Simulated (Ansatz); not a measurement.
# CoSi2 (Fm-3m) in Ansatz: a series of runs, part 2 of 2

Ansatz 0.2.0. Earlier steps stand in the parts before.

### 3 Band structure, r2SCAN+U, collinear spin, ferromagnetic start

File input.yaml:

```yaml
crystal:
  lattice:
    - [0.0, 2.678, 2.678]
    - [2.678, 0.0, 2.678]
    - [2.678, 2.678, 0.0]
  atoms:
    - { symbol: Co, position: [0.0, 0.0, 0.0], spin: 2.0 }
    - { symbol: Si, position: [0.75, 0.75, 0.75] }
    - { symbol: Si, position: [0.25, 0.25, 0.25] }
hamiltonian:
  xc: r2scan
  pseudopotentials: { kind: paw }
  hubbard: { sites: [{ species: Co, l: d, u_eff: 8.0 }] }
magnetization:
  spin_polarized: true
kpoints:
  mp_grid: { grid: [9, 9, 9] }
  band_path:
    path:
      - [[0.0, 0.0, 0.0], [0.5, 0.0, 0.5], [0.5, 0.25, 0.75], [0.375, 0.375, 0.75], [0.0, 0.0, 0.0], [0.5, 0.5, 0.5], [0.625, 0.25, 0.625], [0.5, 0.25, 0.75], [0.5, 0.5, 0.5], [0.375, 0.375, 0.75]]
      - [[0.625, 0.25, 0.625], [0.5, 0.0, 0.5]]
    npoints: 14
scf:
  occupations: { method: fermi_dirac, width: 0.05 }
  n_extra_bands: 7
output:
  forces: true
  stress: true
  eigenvalues: true
  fatbands: false
```

Potentials or basis: Ansatz PAW.

The run is started by

```sh
$ ansatz run input.yaml --threads 2 --pin off --max-ram 5632MiB --backend cpu --events-out ev --progress --plain --runs-dir out
```

The log of the run:

```text
Warning: RAYON_NUM_THREADS=2 ignored (pool sized by the plan → 2); use --threads N
Co: projections on atomic orbitals take those of the free atom [Ne] 3s2 3p6 3d7 4s2, of charge +0.00 (hamiltonian.pseudopotentials.projection_atoms); the dataset's partial waves leave at most 1.4e-6 of an orbital's norm unspanned inside its sphere
Si: projections on atomic orbitals take those of the free atom [Ne] 3s2 3p2, of charge +0.00 (hamiltonian.pseudopotentials.projection_atoms); the dataset's partial waves leave at most 6.1e-8 of an orbital's norm unspanned inside its sphere
scf.n_extra_bands = 7 over 13 filled bands (N_el = 25.0): the run solves 20 bands
Engine: ansatz 0.2.0, aarch64-unknown-linux-gnu
Pseudopotentials: kind: paw
Pseudopotential: Co, paw, valence charge 17, recommended cutoff 500 eV (meta_gga), Co.paw.azcp
Pseudopotential: Si, paw, valence charge 4, recommended cutoff 500 eV (meta_gga), Si.paw.azcp
Functional definition: r2SCAN
  parameter k0 = 0.174
  parameter k1 = 0.065
  parameter a1 = 4.9479
  exchange = r2scan_x(k0 = k0, k1 = k1, a1 = a1)
  correlation = r2scan_c
Crystal: 3 atoms, lattice volume = 38.412 Å³
Basis set: ecut = 500 eV, 941 PW (Γ), exchange–correlation on 120×120×120 points (64 copies of the dense FFT grid, shifted against one another)
Bands: 20, of which v1, the nominal top of the filled ones, is band 13 counted from 1 (12 counted from 0)
Symmetry: 48 space group operations
Space group: Fm-3m (ITA 225), of the structure as read, at distance tolerance 3.4e-5 Å
Magnetic group: BNS 225.116 (UNI 1618), of the structure as read, at distance tolerance 3.4e-5 Å
k-points: 35 of 729
Non-local potential: Co, projectors of the file, l = 0: 3, l = 1: 2, l = 2: 3, l = 3: 1
Non-local potential: Si, projectors of the file, l = 0: 2, l = 1: 2, l = 2: 2
PAW form: soft (Blöchl's): semilocal exchange-correlation on the pseudo side does not see the compensation charge
PAW frozen core: Co, regenerated for the run's functional (the file was generated under x = pbe(κ = 0.804, μ = 0.2195149727645171), c = pbe(β = 0.06672455060314922))
PAW frozen core: Si, regenerated for the run's functional (the file was generated under x = pbe(κ = 0.804, μ = 0.2195149727645171), c = pbe(β = 0.06672455060314922))
PAW one-centre angular grid: Co, 590 points (default); XC on 160 Gauss nodes
PAW one-centre angular grid: Si, 302 points (default); XC on 160 Gauss nodes
Initial density: superposition of atomic densities (chi_scale 0.1, normalization cell)
Starting moments: Σ|m| = 2 μB on 1 of 3 sites
Initial wavefunctions: pseudopotential atomic-orbital guess
Functional: x = r2scan, c = r2scan; τ floored in thin density (d = 2e-4 eV/Å³)
SCF iter   1: F=—  HF=-6404.943570 eV  |F-HF|=—  |Δ(HF+E_count)|=         —  Δρ=1.57e-1 (↑3.58e-2 ↓1.57e-1)  dr2=1.26e1  dr2_τ=1.58e-1  dr2_m=1.74e0  M=0.489 μB ∫|m|=1.097 μB  β_m=0.30  ethr=3.10e-3  ⟨swp⟩=6.2  Hψ=7423  notcnv=0  defer=1
preconditioner: auto → Kerker (q_TF=auto, 2.540 Å⁻¹)  [metal: Δε(μ)=0.007 eV  Ē_g=12.339 eV  σ=0.050 eV  W_gap=0.04  n_scr=14 (ndim 8)  ℏωp=24.7 eV  f_vac=0.000  D(μ)=1.30/eV (n_scr^D=14)]
spin=Collinear: Kerker preconditioning applied to the charge; magnetization (m = ρ↑ − ρ↓) channel mixes plain (no charge-response kernel on spin).
SCF iter   2: F=—  HF=-6404.578905 eV  |F-HF|=—  |Δ(HF+E_count)|=   3.65e-1  Δρ=5.30e-2 (↑5.30e-2 ↓4.59e-2)  dr2=1.43e0  dr2_τ=3.36e-2  dr2_m=6.08e-1  M=0.523 μB ∫|m|=1.299 μB  β_m=0.30  ethr=3.10e-3  ⟨swp⟩=3.0  Hψ=3457  notcnv=0  defer=144  κ⁻¹=1.0e0(r=1)
[... 57 lines left out ...]
SCF iter  15: F=-6405.207828 eV  HF=-6405.207993 eV  |F-HF|=1.65e-4  |Δ(HF+E_count)|=   1.07e-3  Δρ=1.26e-3 (↑9.60e-4 ↓1.26e-3)  dr2=1.10e-3  dr2_τ=6.38e-6  dr2_m=8.62e-6  M=0.053 μB ∫|m|=0.086 μB  β_m=1.00  ethr=3.79e-6  ⟨swp⟩=2.2  Hψ=25166  notcnv=0  defer=1406  κ⁻¹=6.9e-6(r=8)
SCF iter  16: F=-6405.208171 eV  HF=-6405.208122 eV  |F-HF|=4.94e-5  |Δ(HF+E_count)|=   1.29e-4  Δρ=7.17e-4 (↑4.10e-4 ↓7.17e-4)  dr2=2.36e-4  dr2_τ=2.95e-6  dr2_m=9.85e-6  M=0.051 μB ∫|m|=0.081 μB  β_m=1.00  ethr=3.79e-6  ⟨swp⟩=1.0  Hψ=15198  notcnv=0  defer=1406  κ⁻¹=4.3e-6(r=8)
an SCF from ferromagnetic starting moments (2.00, 0.00, 0.00 Bohr magnetons, atom by atom) was given up at its iteration 16, 0.44 meV above the state that the run had reached, since its moments had collapsed: that state stands; the SCF set out from the atoms and, under a Hubbard term, can stand on another filling of the shells than the run's state, so that by this SCF it is not known whether that order lies lower
WARN: the starting moments were not kept: the SCF closed with an absolute magnetisation of 2.7e-5 μB, where they sum to 2 μB in size (1 site). That is at most 0.1 of that sum. Measured as dr2_m measures the in/out step, that magnetisation stands 1.1e-9 eV from none, at or under the dr2_threshold of 1.0e-7 eV: it is no larger than a step whose dr2_m would equal this threshold. The system may hold no moment; this SCF shows only that its start led to no more than that. To try another start: raise the starting moments (crystal.atoms[].spin, magnetization.per_species, magnetization.initial_magnetization, or on a non-collinear deck that types none of these the spinor_matrix: blocks that start its atoms; where the total moment is fixed, keep their sum and leave initial_magnetization as it is; typed ones take the place of any that the run laid by itself, positive ones on a crystal's lanthanoids without a Hubbard term where scf.initial_density.shell_occupations: [] is typed) or, if the notice of its spin-set hold's release reads "site moments contracting" or "site moments show no strong build", lengthen the hold (scf.mixing.spin_hold: { on: { confirm: 4 } }; for m-r²SCAN on two components see the key's manual first). Each may lead to a state that holds a moment. A second SCF, from the converged charge density, with the starting moments and any scf.initial_density.shell_occupations laid on it anew, would have followed, and was not run: the deck does not ask for one (magnetization.retry_lost_moments is false, the default). To let it run, set magnetization.retry_lost_moments: true and run the deck again, where that key's refused combinations let it; where memory then withholds it, that run's warning says so.
this state was not tested for a lower state beside it, because the mixer in use, unlike msr1, does not test its closes by its own steps (another_mixer; see scf.mixing.algorithm and scf.lower_state_search)
NSCF: frozen V_eff on 142 k-points
SCF converged after 32 iterations
Magnetization: -0.0000 μB (12.5000 up, 12.5000 down)
Absolute magnetization: 0.0000 μB (∫|ρ↑−ρ↓|, with the PAW one-centre terms)
Spin contamination: 0.0000 ħ² per cell (⟨S²⟩ above its minimum at these occupations)
Per-site moments (μB) at R_I (Å): [(-1.9573258793111656e-5, 0.9566766129255746), (2.1131564182308428e-6, 0.9566766129255746), (2.1131564182370227e-6, 0.9566766129255748)]
Free energy (F): -6405.208607 eV
Harris-Foulkes:  -6405.208607 eV  (|F-HF|=2.58e-10)
Internal energy: -6405.198167 eV  (E = F + TS)
E sigma→0 (E₀):  -6405.203387 eV
Entropy (-TS):   -0.010439 eV (-3.480 meV/atom)
Fermi energy:    12.473804 eV
--- Per-component energies (eV) ---
  E_band       = -304.708355
  E_kinetic    = 550.356140
  E_local      = -4137.549624  (includes V_loc(G=0)·N_el)
  E_nonlocal   = 511.909138
  E_hartree    = 1819.470267
  E_xc         = -264.251834
  E_vxc        = -336.213689  (∫ρ·V_xc dr)
  E_hubbard    = 5.365601  (on-site DFT+U / exact-exchange correction)
  E_vhub       = -22.561501  (the Hubbard potential's part of the band-sum identity)
  E_paw        = -2571.563399  (= ΣΔE_a)
  E_vpaw       = -529.266074  (= ΣTr[D̂ρ^β])
  E_aug_tail   = 0.000053  (compensation charges beyond the density's cutoff)
  E_vtau       = 19.677765  (kinetic-family band-sum trace: ∫τ·v_τ [+ j·A + Jᵃ·Aᵃ] dr)
  E_ewald      = -2318.486437
  E_core_change = -0.448072  (= ΣΔE_core)
  E_smearing   = -0.010439  (= −TS)
  E_closure    = -0.000000  (closes the sum)
  Σ components = -6405.208607   (vs F -6405.208607, Δ=0.00e0)
--- Forces (eV/Å), atoms counted from 1 ---
  atom   1  Co    -0.00000000     0.00000000     0.00000000
  atom   2  Si     0.00000000     0.00000000     0.00000000
  atom   3  Si     0.00000000    -0.00000000     0.00000000
  max |Σ_I F_I| component: 3.70e-17 eV/Å
--- Stress (GPa, compression-positive) ---
       -6.811820       0.000000      -0.000000
        0.000000      -6.811820      -0.000000
        0.000000       0.000000      -6.811820
  P = ⅓ Tr σ = -6.8118 GPa (-68.118 kbar)
--- Band table (eV; the first three rows and the last of 70) ---
  k-point 0 ↑: bands = ["-83.4991", "-45.4467", "-45.4467", "-45.4467", "-1.0348", "7.9630", "7.9630", "7.9630", "8.8428", "8.8428", "13.8712", "16.3607", "16.3607", "16.3607", "16.5098", "16.5098", "16.5098", "18.7919", "18.7919", "18.7919"]
  k-point 1 ↑: bands = ["-83.4991", "-45.4471", "-45.4468", "-45.4468", "-0.8375", "7.5583", "8.0320", "8.0320", "8.8209", "8.8209", "13.6426", "14.7528", "15.3356", "15.3356", "17.4752", "17.4752", "18.3145", "18.3145", "18.4726", "18.6347"]
  k-point 2 ↑: bands = ["-83.4991", "-45.4481", "-45.4470", "-45.4470", "-0.2541", "6.5137", "8.1338", "8.1338", "8.8863", "8.8863", "11.9790", "14.2476", "14.2476", "15.2469", "16.9839", "16.9839", "17.8907", "19.4679", "19.4679", "20.4676"]
  k-point 34 ↓: bands = ["-83.4991", "-45.4492", "-45.4488", "-45.4479", "3.5855", "4.3690", "6.1899", "6.6267", "9.4059", "9.6852", "10.0050", "10.3278", "10.7554", "16.2240", "16.9185", "18.8352", "20.5816", "22.4112", "23.7347", "25.8969"]
Occupation matrices written to <dir>
```

Run time: 92 s. Hardware: 2 threads of Arm Neoverse V2, shared host; peak memory 1.1 GiB.

Results:

- Free energy: -6405.2086 eV
- Pressure: -6.8 GPa
- Band gap on the k mesh: none (metal or under the smearing width)
- Net moment: 0.00 μB per cell
- Absolute moment: 0.00 μB per cell

Levels at the corners of the path, in eV from the Fermi level:
Spin up:
```csv
point,band 9,band 10,band 11,band 12,band 13,band 14,band 15,band 16,band 17,band 18
Γ,-3.63,-3.63,1.40,3.89,3.89,3.89,4.04,4.04,4.04,6.32
X,-3.61,-3.05,-2.99,-2.32,-2.32,2.01,3.38,9.13,10.53,10.53
W,-3.00,-2.55,-2.55,-2.31,-1.82,4.19,4.19,6.60,7.41,10.39
K,-4.02,-2.61,-2.33,-2.06,-1.95,2.35,5.67,6.42,8.48,10.82
Γ,-3.63,-3.63,1.40,3.89,3.89,3.89,4.04,4.04,4.04,6.32
L,-2.72,-2.72,-2.41,-0.23,-0.23,3.30,3.75,3.75,5.22,11.26
U,-4.02,-2.61,-2.33,-2.06,-1.95,2.35,5.67,6.42,8.48,10.82
W,-3.00,-2.55,-2.55,-2.31,-1.82,4.19,4.19,6.60,7.41,10.39
L,-2.72,-2.72,-2.41,-0.23,-0.23,3.30,3.75,3.75,5.22,11.26
K,-4.02,-2.61,-2.33,-2.06,-1.95,2.35,5.67,6.42,8.48,10.82
U,-4.02,-2.61,-2.33,-2.06,-1.95,2.35,5.67,6.42,8.48,10.82
X,-3.61,-3.05,-2.99,-2.32,-2.32,2.01,3.38,9.13,10.53,10.53
```
Spin down:
| point | band 11 | band 12 | band 13 | band 14 | band 15 | band 16 |
| --- | --- | --- | --- | --- | --- | --- |
| Γ | 1.40 | 3.89 | 3.89 | 3.89 | 4.04 | 4.04 |
| X | -2.99 | -2.32 | -2.32 | 2.01 | 3.38 | 9.13 |
| W | -2.55 | -2.31 | -1.82 | 4.19 | 4.19 | 6.60 |
| K | -2.33 | -2.06 | -1.95 | 2.35 | 5.67 | 6.42 |
| Γ | 1.40 | 3.89 | 3.89 | 3.89 | 4.04 | 4.04 |
| L | -2.41 | -0.23 | -0.23 | 3.30 | 3.75 | 3.75 |
| U | -2.33 | -2.06 | -1.95 | 2.35 | 5.67 | 6.42 |
| W | -2.55 | -2.31 | -1.82 | 4.19 | 4.19 | 6.60 |
| L | -2.41 | -0.23 | -0.23 | 3.30 | 3.75 | 3.75 |
| K | -2.33 | -2.06 | -1.95 | 2.35 | 5.67 | 6.42 |
| U | -2.33 | -2.06 | -1.95 | 2.35 | 5.67 | 6.42 |
| X | -2.99 | -2.32 | -2.32 | 2.01 | 3.38 | 9.13 |

Eigenvalues of the final occupation matrices:
| site | spin | trace | eigenvalues |
| --- | --- | --- | --- |
| site 1 | 1 | 4.16 | 0.77 0.77 0.77 0.92 0.92 |
| site 1 | 2 | 4.16 | 0.77 0.77 0.77 0.92 0.92 |

Caveat: the magnetic or orbital state may not be the lowest; the starting moments collapsed, and a magnetic state may lie lower; the PAW data sets come from PBE, with cores solved anew for the run's functional, which leaves a small shift of forces and pressure; the U is typed as a test and isn't derived for this compound; the starting moments weren't kept.
